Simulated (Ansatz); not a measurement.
Runs of Ansatz 0.2.0 on Cu3Au (Auricupride). Symmetry: Pm-3m, No. 221, cubic system. Conventional cell: a = 3.740 Å, b = 3.740 Å, c = 3.740 Å, α = 90.00°, β = 90.00°, γ = 90.00°. Au (site symmetry m-3m) is surrounded by 12 Cu at 2.64 Å. Cu (site symmetry 4/mmm) is surrounded by 4 Au at 2.64 Å and 8 Cu at 2.64 Å. 

```csv
task,level,spin,cell,k mesh,cutoff (eV),smearing,points for each segment of the path,mesh quality,gap on the mesh (eV),pressure (GPa),relaxed volume (Å³/atom)
single point,PBE,off,as given,7 × 7 × 7,420,gaussian 0.019 eV,-,not flagged,none,5.0,-
single point,PBE,off,as given,7 × 7 × 7,420,gaussian 0.018 eV,-,not flagged,none,5.0,-
relaxation of cell and atoms,RPBE+D3(BJ),off,relaxed,7 × 7 × 7,420,fermi-dirac 0.05 eV,-,not flagged,none,0.0,(a)
single point,PBE,off,as given,7 × 7 × 7,420,gaussian 0.017 eV,-,not flagged,none,5.0,-
band structure,HSE03,off,as given,4 × 4 × 4,420,fermi-dirac 0.05 eV,4,coarse,none,3.3,-
relaxation of cell and atoms,revPBE,off,relaxed,7 × 7 × 7,420,fermi-dirac 0.05 eV,-,not flagged,-,0.0,13.83
single point,PBE,off,as given,7 × 7 × 7,420,gaussian 0.021 eV,-,not flagged,none,5.0,-
single point,PBE,off,as given,7 × 7 × 7,420,gaussian 0.013 eV,-,not flagged,none,5.0,-
single point,PBE,off,as given,7 × 7 × 7,420,gaussian 0.022 eV,-,not flagged,none,5.0,-
band structure,HSEsol,off,as given,4 × 4 × 4,420,fermi-dirac 0.05 eV,4,coarse,none,-2.7,-
single point,PBE,off,as given,7 × 7 × 7,420,gaussian 0.016 eV,-,not flagged,none,5.0,-
band structure,r2SCAN,"SOC, no magnetisation",as given,5 × 5 × 5,500,fermi-dirac 0.05 eV,14,not flagged,none,(b),-
```

Alike in all rows: potentials or basis Ansatz PAW.

Q: Fill in the values left out.

A: (a) 11.17; (b) -1.1.

Caveats: some runs use coarse meshes; the PAW data sets come from PBE, with cores solved anew for the run's functional, which leaves a small shift of forces and pressure (some runs); the plane-wave basis is chosen anew once the cell has moved, so the energies of steps on either side of that aren't comparable (some runs); spin-orbit coupling is left out, which moves the levels of the heavy elements (some runs); the thresholds are loose for stress (some runs); the volume moved by -15 % from the deposited cell, more than functionals usually miss (some runs); pairwise dispersion overbinds metals, which lowers pressure and volume (some runs).

A k mesh can miss the band edges, and rows without SOC leave out spin-orbit coupling on Au.

A gap of «none» marks a metal or a gap under the smearing width.
